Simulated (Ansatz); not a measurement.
# Core-level photoemission in Li2Se

Cell: a computed structure from the Materials Project (it need not be an observed phase), atoms as given, repeated to a supercell; a hole's nearest image is 8.4 Å away.

Space group Fm-3m (No. 225); a = 5.9521 Å.

| site | Wyckoff | site symmetry | x | y | z |
| --- | --- | --- | --- | --- | --- |
| Li1 | 8c | -43m | 0.7500 | 0.7500 | 0.7500 |
| Se17 | 4a | m-3m | 0.0000 | 0.0000 | 0.0000 |

One atom of each set is listed; the run and its k-mesh use a cell of 24 atoms with edges of 8.42, 8.42, 8.42 Å.

Method: Kohn–Sham DFT in Ansatz, PBE, plane waves and PAW, scalar-relativistic, 420 eV cutoff, Γ-centred 3×3×3 k-points, fixed occupations.

Each value is a total-energy difference between the cell with one core hole and the ground state (ΔSCF), counted from the top of the valence band. The cell with the hole is spin-polarised, as the shell with the hole is left with one unpaired spin. The periodic images are corrected with the calculated ε∞ = 4.36.

Task: What binding energies does the calculation give for Se 3d?

Result: 

```csv
line,atom,first shell,E_B (eV),j = l + ½ / j = l − ½ (eV)
Se 3d,17,8 Li at 2.58 Å,53.0,52.6 / 53.5
```

For p, d and f shells E_B is the weighted mean of the two lines, whose splitting comes from the free atom's Dirac orbitals.

The program doubts some values: the cell is too small to check the potential alignment. Absolute PBE values can be off by an eV or more. Multiplets, satellites and widths aren't calculated.
